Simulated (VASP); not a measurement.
Crystal: Cu.

```
Cu
1.0
    -1.43419    1.43419    1.43419
     1.43419   -1.43419    1.43419
     1.43419    1.43419   -1.43419
Cu
1
Direct
  0.00000 0.00000 0.00000
```

This isn't the form of Cu at room conditions, which is fcc.

| Property | Result |
| --- | --- |
| Program | VASP 6.6.1 |
| Task | relaxation of cell and atoms |
| Functional | PBEsol |
| Potentials or basis | VASP PAW PBE potentials, release 64 (Cu) |
| Cutoff | 600 eV |
| k mesh | 20 × 20 × 20 |
| Occupations | gaussian, width 0.1 eV |
| Spin | no spin polarisation |

At the start: pressure -5.0 GPa; volume 11.80 Å³/atom.

Task: Where does the relaxation end?

Result: Over 3 steps the energy falls by 6.4 meV/atom and the volume is 11.41 Å³/atom (-3.3 %); space group Im-3m (No. 229, to 0.05 Å).

Step by step:
```csv
step,energy change (eV),largest force (eV/Å),pressure (GPa),volume (Å³)
1,0.0000,0.0000,-5.00,11.80
2,-0.0040,0.0000,3.38,11.18
3,-0.0064,0.0000,0.01,11.41
```

Final structure:
```xyz
1
Lattice="-1.4181 1.4181 1.4181 1.4181 -1.4181 1.4181 1.4181 1.4181 -1.4181" Properties=species:S:1:pos:R:3 pbc="T T T"
Cu    0.0000    0.0000    0.0000
```

Caveat: the PAW data sets were made with another functional, which shifts forces and pressure a little.
